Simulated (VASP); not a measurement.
Input of a VASP 6.6.1 run:

Contents of INCAR:

```
  PREC = Accurate
  ENCUT = 600
  EDIFF = 1E-7
  ISMEAR = 0
  SIGMA = 0.03
  LREAL = False
  LASPH = True
  NELM = 80
  ALGO = Normal
  ISIF = 2
  LWAVE = False
  LCHARG = False
  METAGGA = R2SCAN
  LMIXTAU = True
  IBRION = 2
  NSW = 40
  EDIFFG = -0.01
```

The input KPOINTS:

```
regular mesh
0
Gamma
  8 8 8
```

File POSCAR:

```
SrTiO3                                  
1.0
    3.9381056506      0.0000000000      0.0000000000
    0.0000000000      3.9381056506      0.0000000000
    0.0000000000      0.0000000000      3.9381056506
  Sr              Ti              O             
     1     1     3
Direct
     0.5000000000000000    0.5000000000000000    0.5000000000000000
     0.0000000000000000    0.0000000000000000    0.0000000000000000
     0.5000000000000000    0.0000000000000000    0.0000000000000000
     0.0000000000000000    0.5000000000000000    0.0000000000000000
     0.0000000000000000    0.0000000000000000    0.5000000000000000
```

Potentials or basis: VASP PAW PBE potentials, release 64 (Sr_sv, Ti_sv, O).

The run is started by

```sh
$ cat potpaw_PBE.64/Sr_sv/POTCAR potpaw_PBE.64/Ti_sv/POTCAR potpaw_PBE.64/O/POTCAR > POTCAR
$ mpirun -np 1 vasp_std > vasp.out
```

Estimate the band gap on the k mesh.

2.22 eV, indirect (least direct gap 2.62 eV).

Final structure:
```cif
data_structure
_symmetry_space_group_name_H-M 'P 1'
_symmetry_Int_Tables_number 1
_cell_length_a 3.9381
_cell_length_b 3.9381
_cell_length_c 3.9381
_cell_angle_alpha 90.000
_cell_angle_beta 90.000
_cell_angle_gamma 90.000
_cell_volume 61.07
loop_
_atom_site_label
_atom_site_type_symbol
_atom_site_fract_x
_atom_site_fract_y
_atom_site_fract_z
_atom_site_occupancy
Sr1 Sr 0.50000 0.50000 0.50000 1
Ti1 Ti 0.00000 0.00000 0.00000 1
O1 O 0.50000 0.00000 0.00000 1
O2 O 0.00000 0.50000 0.00000 1
O3 O 0.00000 0.00000 0.50000 1
```

Caveat: the relaxation stopped at its first step, so nothing moved. A k mesh can miss the band edges.
